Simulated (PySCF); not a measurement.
## Deuteron quadrupole couplings in phenylacetylene

Compound: phenylacetylene, C8H6.
Cartesian coordinates in Å at the PBE0-D3(BJ)/def2-SVP level; atoms count from 1:
```
atom  x, y, z in Å
C1     2.2492    2.0294    1.6776
C2     1.4460    1.3437    1.0799
C3     0.5001    0.5357    0.3763
C4    -0.0237    0.9667   -0.8548
C5    -0.9437    0.1792   -1.5386
C6    -1.3533   -1.0440   -1.0076
C7    -0.8385   -1.4791    0.2136
C8     0.0821   -0.6981    0.9043
H9     2.9602    2.6365    2.2063
H10    0.3009    1.9250   -1.2649
H11   -1.3452    0.5232   -2.4947
H12   -2.0764   -1.6602   -1.5471
H13   -1.1572   -2.4365    0.6325
H14    0.4887   -1.0333    1.8604
```

Level: PBE0/pcSseg-1 (PySCF, non-relativistic); Q(2H) = 0.00286 b; rigid geometry, the same for H and D, with no vibrational averaging.

**Question.** Give the electric field gradient Vzz (the principal value of largest size), its asymmetry and the 2H coupling at each hydrogen.

**Answer.** 
```json
{"atom": "H9", "bonded to": "C1", "bond length (Å)": "1.074", "Vzz (au)": "0.3437", "η": "0.01", "χzz (kHz)": "231"}
{"atom": "H10", "bonded to": "C4", "bond length (Å)": "1.092", "Vzz (au)": "0.3025", "η": "0.07", "χzz (kHz)": "203"}
{"atom": "H11", "bonded to": "C5", "bond length (Å)": "1.093", "Vzz (au)": "0.3034", "η": "0.07", "χzz (kHz)": "204"}
{"atom": "H12", "bonded to": "C6", "bond length (Å)": "1.092", "Vzz (au)": "0.3038", "η": "0.06", "χzz (kHz)": "204"}
{"atom": "H13", "bonded to": "C7", "bond length (Å)": "1.093", "Vzz (au)": "0.3034", "η": "0.07", "χzz (kHz)": "204"}
{"atom": "H14", "bonded to": "C8", "bond length (Å)": "1.092", "Vzz (au)": "0.3026", "η": "0.07", "χzz (kHz)": "203"}
```

Geometry: PBE0-D3(BJ)/def2-SVP; no solvent, vibrations or thermal averaging. With so small a basis the couplings can be 20 % off.
